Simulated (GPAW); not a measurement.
**Magnetic state of zigzag Cr chain, bond 2.237 A from several starts**

Wanted: the moments of zigzag Cr chain, bond 2.237 A and the energy of each order that was tried.

Calculated with GPAW 26.7.0; PBE; plane waves with GPAW's PAW setups, scalar-relativistic.

Report form: the programs' logs are mostly left out.

### Step 1. Starting point

The cell holds 2 atoms: 2 Cr. Its edges and angles: a = 12.000 Å, b = 12.000 Å, c = 2.684 Å, α = 90.0°, β = 90.0°, γ = 90.0°. model lattice. Vacuum lies along a and b. The structure's axis is c.

### Step 2. Start 1: ferro ++

Parallel moments need no larger cell; this start tests for a ferromagnetic state only.

order1.py

```python
import json
import numpy as np
from ase import Atoms
from ase.parallel import paropen, parprint
from gpaw import GPAW

atoms = Atoms(['Cr', 'Cr'],
    cell=[[12.0, 0.0, 0.0],
         [0.0, 12.0, 0.0],
         [0.0, 0.0, 2.6844]],
    scaled_positions=[[0.42543333, 0.5, 0.0],
         [0.57456667, 0.5, 0.5]],
    pbc=True,
    magmoms=[2.5, 2.5])
atoms.calc = GPAW(mode={'name': 'pw', 'ecut': 550},
    xc='PBE',
    kpts={'size': (1, 1, 10), 'gamma': True},
    occupations={'name': 'fermi-dirac', 'width': 0.05},
    convergence={'density': 1e-05, 'energy': 1e-05},
    maxiter=200,
    symmetry={'tolerance': 1e-4},
    txt='order1.txt')
e = atoms.get_potential_energy(force_consistent=True)
res = {'free_energy': e, 'energy_sigma0': atoms.get_potential_energy(), 'fermi_energy': atoms.calc.get_fermi_level()}
res['moments'] = atoms.get_magnetic_moments().tolist()
res['total'] = atoms.get_magnetic_moment()
parprint('site moments (muB):', np.round(res['moments'], 3))
parprint(f"total moment: {res['total']:.3f} muB")
parprint(f'free energy: {e:.6f} eV')
atoms.calc.write('order1.gpw')
with paropen('results.json', 'w') as f:
    json.dump(res, f)
```

Run with:

```bash
OMP_NUM_THREADS=1 python3 order1.py > order1.log
```

Elapsed: 40 s, on 1 MPI rank of AMD EPYC 9R45, shared host; peak memory 0.37 GiB.

Read from the output:

- magnetization: 3.064 μB
- final state: ferromagnetic
- largest moment: 1.140 μB

After 41 cycles the largest moment stands at 1.14 μB.

### Step 3. Start 2: antiferro +-

Another pattern of signs weighs the neighbour shells otherwise.

order2.py is the script of step 2 with these lines changed:

```diff
@@ -13,3 +13,3 @@
     pbc=True,
-    magmoms=[2.5, 2.5])
+    magmoms=[2.5, -2.5])
 atoms.calc = GPAW(mode={'name': 'pw', 'ecut': 550},
@@ -21,3 +21,3 @@
     symmetry={'tolerance': 1e-4},
-    txt='order1.txt')
+    txt='order2.txt')
 e = atoms.get_potential_energy(force_consistent=True)
@@ -29,3 +29,3 @@
 parprint(f'free energy: {e:.6f} eV')
-atoms.calc.write('order1.gpw')
+atoms.calc.write('order2.gpw')
 with paropen('results.json', 'w') as f:
```

Run with:

```bash
OMP_NUM_THREADS=1 python3 order2.py > order2.log
```

Run time: 19 s. Hardware: 1 MPI rank; peak memory 0.36 GiB.

This step gave:

```
magnetization  : 0 μB
final state    : antiferromagnetic
largest moment : 3.070 μB
```

It lies 799 meV a seeded atom under the first start, and its largest moment is 3.07 μB against 1.14 μB.

### Step 4. Order 3, typed as antiferro q=(0,0,1/2) +-+-

Reversing part of the moments tests the sign of the couplings between them.

The cell is doubled to 4 atoms to hold this order. Its mesh is chosen so that both cells sample the same points.

order3.py

```python
import json
import numpy as np
from ase import Atoms
from ase.parallel import paropen, parprint
from gpaw import GPAW

atoms = Atoms(['Cr', 'Cr', 'Cr', 'Cr'],
    cell=[[12.0, 0.0, 0.0],
         [0.0, 12.0, 0.0],
         [0.0, 0.0, 5.3688]],
    scaled_positions=[[0.42543333, 0.5, 0.0],
         [0.42543333, 0.5, 0.5],
         [0.57456667, 0.5, 0.25],
         [0.57456667, 0.5, 0.75]],
    pbc=True,
    magmoms=[2.5, -2.5, 2.5, -2.5])
atoms.calc = GPAW(mode={'name': 'pw', 'ecut': 550},
    xc='PBE',
    kpts={'size': (1, 1, 5), 'gamma': True},
    occupations={'name': 'fermi-dirac', 'width': 0.05},
    convergence={'density': 1e-05, 'energy': 1e-05},
    maxiter=200,
    symmetry={'tolerance': 1e-4},
    txt='order3.txt')
e = atoms.get_potential_energy(force_consistent=True)
res = {'free_energy': e, 'energy_sigma0': atoms.get_potential_energy(), 'fermi_energy': atoms.calc.get_fermi_level()}
res['moments'] = atoms.get_magnetic_moments().tolist()
res['total'] = atoms.get_magnetic_moment()
parprint('site moments (muB):', np.round(res['moments'], 3))
parprint(f"total moment: {res['total']:.3f} muB")
parprint(f'free energy: {e:.6f} eV')
atoms.calc.write('order3.gpw')
with paropen('results.json', 'w') as f:
    json.dump(res, f)
```

Run with:

```bash
OMP_NUM_THREADS=1 python3 order3.py > order3.log
```

Wall time 48 s (1 MPI rank); peak memory 0.59 GiB.

Spin moment in the augmentation sphere by atom:

```
atom  spin moment in the augmentation sphere (μB)
 Cr1                                         3.12
 Cr2                                        -3.12
 Cr3                                         3.12
 Cr4                                        -3.12
```

This step gave:

* magnetization: 0 μB
* final state: antiferromagnetic

It lies 424 meV a seeded atom under the first start, and its largest moment is 3.12 μB against 1.14 μB.

### Step 5. Start 4: no spin polarisation

This run holds no moments, which gives a state to set the others against.

nospin.py

```python
import json
import numpy as np
from ase import Atoms
from ase.parallel import paropen, parprint
from gpaw import GPAW

atoms = Atoms(['Cr', 'Cr'],
    cell=[[12.0, 0.0, 0.0],
         [0.0, 12.0, 0.0],
         [0.0, 0.0, 2.6844]],
    scaled_positions=[[0.42543333, 0.5, 0.0],
         [0.57456667, 0.5, 0.5]],
    pbc=True)
atoms.calc = GPAW(mode={'name': 'pw', 'ecut': 550},
    xc='PBE',
    kpts={'size': (1, 1, 10), 'gamma': True},
    occupations={'name': 'fermi-dirac', 'width': 0.05},
    convergence={'density': 1e-05, 'energy': 1e-05},
    maxiter=200,
    symmetry={'tolerance': 1e-4},
    txt='nospin.txt')
e = atoms.get_potential_energy(force_consistent=True)
res = {'free_energy': e, 'energy_sigma0': atoms.get_potential_energy(), 'fermi_energy': atoms.calc.get_fermi_level()}
parprint(f'free energy: {e:.6f} eV')
atoms.calc.write('nospin.gpw')
with paropen('results.json', 'w') as f:
    json.dump(res, f)
```

Run with:

```bash
OMP_NUM_THREADS=1 python3 nospin.py > nospin.log
```

It took 10 s on 1 MPI rank; peak memory 0.27 GiB.

This step gave:

* final state: non-magnetic (no spin polarisation)

It lies 3.93 meV a seeded atom over the first start.

### Step 6. Another try

An input with a fault is tried, to see how the program answers.

run.py

```python
import json
import numpy as np
from ase import Atoms
from ase.parallel import paropen, parprint
from gpaw import GPAW

atoms = Atoms(['Cr', 'Cr'],
    cell=[[12.0, 0.0, 0.0],
         [0.0, 12.0, 0.0],
         [0.0, 0.0, 2.6844]],
    scaled_positions=[[0.42543333, 0.5, 0.0],
         [0.57456667, 0.5, 0.5]],
    pbc=True,
    magmoms=[2.5, 2.5])
atoms.calc = GPAW(mode={'name': 'pw', 'ecut': 150},
    xc='PBE',
    kpts={'size': (1, 1, 10), 'gamma': True},
    occupations={'name': 'fermi-dirac', 'width': 0.05},
    convergence={'density': 1e-05, 'energy': 1e-05},
    maxiter=75,
    symmetry={'tolerance': 1e-4},
    txt='run.txt')
e = atoms.get_potential_energy(force_consistent=True)
res = {'free_energy': e, 'energy_sigma0': atoms.get_potential_energy(), 'fermi_energy': atoms.calc.get_fermi_level()}
res['moments'] = atoms.get_magnetic_moments().tolist()
res['total'] = atoms.get_magnetic_moment()
parprint('site moments (muB):', np.round(res['moments'], 3))
parprint(f"total moment: {res['total']:.3f} muB")
parprint(f'free energy: {e:.6f} eV')
atoms.calc.write('run.gpw')
with paropen('results.json', 'w') as f:
    json.dump(res, f)
```

Run with:

```bash
OMP_NUM_THREADS=1 python3 run.py > run.log
```

Elapsed: 10 s, on 1 MPI rank; peak memory 0.15 GiB.

Convergence was reached, yet the input spoils the result.

The fault in the input: a cutoff far too low.

The largest moment is 1.42 μB against 1.14 μB in the first run, and the free energy lies +9.93 eV from it.

So small a basis of waves describes the states badly; the cutoff must rise until moments and differences stand still.

### Step 7. Energies of the orders

These are free energies at a smearing of 0.05 eV, so its entropy term is in the differences. They are divided by the number of seeded atoms, so that cells of unlike size compare. Wavevectors q in the names are fractions of the reciprocal vectors of the first run's cell.

Orders:

```
                     start        final state  typed order kept  energy over the lowest (meV a seeded atom)  largest site moment (μB)  net moment (μB a primitive cell)  mesh matched  CPU time (s)
                  ferro ++      ferromagnetic               yes                                       799.3                      1.14                             3.064           yes         40.11
              antiferro +-  antiferromagnetic               yes                                           0                      3.07                                 0           yes         19.06
antiferro q=(0,0,1/2) +-+-  antiferromagnetic               yes                                       375.4                     3.124                                 0           yes         47.91
      no spin polarisation       non-magnetic                 -                                       803.2                         0                                 0           yes         10.06
```

### Step 8. Results

```json
{"lowest state found": "antiferromagnetic (typed antiferro +-)", "largest site moment": "3.07 μB", "next state": "antiferromagnetic, 375 meV a seeded atom higher", "energy gained by spin polarisation": "803 meV a seeded atom"}
```

**Reading.** The lowest state found is antiferromagnetic, reached from the start antiferro +-, with moments up to 3.07 μB. The next state costs 375 meV a seeded atom. Only 4 starts are shown; other collinear patterns, canted and longer-period orders are not.

[Logs and program files are shortened in this print: banners, set-up blocks, solver, clock and traceback lines can be left out without a mark of their own.]

[Logs are printed without paths, hosts, clocks, repeated set-up lines and the standing remarks that a program may print on its own settings, such as how far it seeks lower states.]

[Hosts, paths, dates, database ids (printed as entryN), source tags and the programs' standing remarks are cut or masked in the printed files.]

[Where a cell is said to come from a database of computed structures, the database is the Materials Project.]
